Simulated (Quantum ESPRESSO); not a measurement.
Runs of Quantum ESPRESSO 7.5 on Ni. The structure is hexagonal, space group P6_3/mmc (No. 194). Conventional cell: a = 2.448 Å, b = 2.448 Å, c = 4.073 Å, α = 90.00°, β = 90.00°, γ = 120.00°. Ni (site symmetry -6m2) is surrounded by 12 Ni at 2.45 to 2.48 Å. This isn't the form of Ni at room conditions, which is fcc.

```csv
task,level,potentials or basis,cell,form of the LDA correlation,gap on the mesh (eV),pressure (GPa),moment (μB),V0 of scaled cells (Å³/atom),B0 (GPa)
band structure,PBEsol,GBRV 1.5 PBEsol,as given,-,none,-3.1,1.35,-,-
single point,PBEsol,GBRV 1.5 PBEsol,as given,-,none,-3.1,1.35,-,-
single point,PBEsol,GBRV 1.5 PBEsol,"atoms moved at random, drawn with an rms of 0.05 Å",-,none,-2.8,1.35,-,-
equation of state,LDA,GBRV 1.5 LDA,as given,PZ81,-,-,-,10.08,250
equation of state,PBEsol,GBRV 1.5 PBEsol,as given,-,-,-,-,(a),227
```

Alike in all rows: spin collinear, ferromagnetic start; k mesh 12 × 12 × 7; cutoff (eV) 612; smearing fermi-dirac 0.05 eV.

Estimate the missing entries.

(a) 10.44.

Caveats: the cell was scaled at fixed shape and fractional positions, which overstates the stiffness of a crystal with free parameters, most of all of layers and chains (some runs).

A gap of «none» marks a metal or a gap under the smearing width.
